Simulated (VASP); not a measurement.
A run of VASP 6.6.1 is set up as follows.

Contents of INCAR:

```
SYSTEM = Ge
ALGO = Normal ; EDIFF = 1E-7
EDIFFG = -0.01 ; ENCUT = 600
IBRION = 2 ; ISIF = 2
ISMEAR = 0 ; LASPH = .True.
LCHARG = .False. ; LMIXTAU = .True.
LREAL = .False. ; LWAVE = .False.
METAGGA = R2SCAN ; NELM = 80
NSW = 40 ; PREC = Accurate
SIGMA = 0.03
```

The input KPOINTS:

```
k-points
0
Gamma
  10 10 10
  0 0 0
```

The input POSCAR:

```
Ge                                      
1.0
    0.0000000000      2.8757458039      2.8757458039
    2.8757458039      0.0000000000      2.8757458039
    2.8757458039      2.8757458039      0.0000000000
  Ge            
     2
Direct
     0.0000000000000000    0.0000000000000000    0.0000000000000000
     0.2500000000000000    0.2500000000000000    0.2500000000000000
```

Potentials or basis: VASP PAW PBE potentials, release 64 (Ge_d).

The run is started by

```bash
$ cat potpaw_PBE.64/Ge_d/POTCAR > POTCAR
$ mpirun -np 1 vasp_std > vasp.out
```

Q: What does it give for the band gap on the k mesh?

A: None (metal or under the smearing width).

Final structure:
```cif
data_structure
_symmetry_space_group_name_H-M 'P 1'
_symmetry_Int_Tables_number 1
_cell_length_a 4.0669
_cell_length_b 4.0669
_cell_length_c 4.0669
_cell_angle_alpha 60.000
_cell_angle_beta 60.000
_cell_angle_gamma 60.000
_cell_volume 47.56
loop_
_atom_site_label
_atom_site_type_symbol
_atom_site_fract_x
_atom_site_fract_y
_atom_site_fract_z
_atom_site_occupancy
Ge1 Ge 0.00000 0.00000 0.00000 1
Ge2 Ge 0.25000 0.25000 0.25000 1
```

Caveat: the relaxation stopped at its first step, so nothing moved.
